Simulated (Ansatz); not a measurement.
# How far is PAW off for KCl?

```yaml
crystal:
  lattice:
    - [3.63400, 0.00000, 0.00000]
    - [0.00000, 3.63400, 0.00000]
    - [0.00000, 0.00000, 3.63400]
  atoms:
    - { symbol: K, position: [0.00000, 0.00000, 0.00000] }
    - { symbol: Cl, position: [0.50000, 0.50000, 0.50000] }
```

Atoms are numbered in the order listed.

The cell is COD entry 1000050, as deposited and not checked against the literature; nothing was relaxed.

All numbers are computed: DFT, PBEsol, PAW with Ansatz's default frozen-core files, scalar-relativistic (Ansatz 0.2.0); DFT, PBEsol, all-electron PAW with datasets made for the crystal, scalar-relativistic (Ansatz 0.2.0); DFT, PBEsol, all-electron LAPW, scalar-relativistic (Ansatz 0.2.0).

For PAW: a Γ-centred 7×7×7 k mesh, Fermi–Dirac smearing of 0.01 eV, cutoff 420 eV, no spin polarisation; the PAW files were made with PBE, and the program remakes their frozen cores for this functional. The crystal-made all-electron datasets (AE datasets) take a cutoff of 260 eV at this cell. LAPW targets a basis error of 1 meV/atom. The Ansatz runs share mesh, smearing and spin set-up. Plane-wave (PAW) pressures include the program's estimate of the Pulay term.

Stress and pressure are positive in compression.

Levels count from the top of the valence band.

```json
{"quantity": "pressure (GPa)", "PAW": "2.29", "AE datasets": "2.28", "LAPW": "2.28"}
{"quantity": "band gap (eV)", "PAW": "5.370", "AE datasets": "5.370", "LAPW": "5.370"}
{"quantity": "highest filled level at X (eV)", "PAW": "-0.304", "AE datasets": "-0.304", "LAPW": "-0.304"}
{"quantity": "lowest empty level at X (eV)", "PAW": "7.859", "AE datasets": "7.859", "LAPW": "7.859"}
{"quantity": "highest filled level at Γ (eV)", "PAW": "-0.236", "AE datasets": "-0.236", "LAPW": "-0.236"}
{"quantity": "lowest empty level at Γ (eV)", "PAW": "5.370", "AE datasets": "5.370", "LAPW": "5.370"}
{"quantity": "highest filled level at R (eV)", "PAW": "-1.789", "AE datasets": "-1.789", "LAPW": "-1.789"}
{"quantity": "lowest empty level at R (eV)", "PAW": "9.118", "AE datasets": "9.118", "LAPW": "9.118"}
```
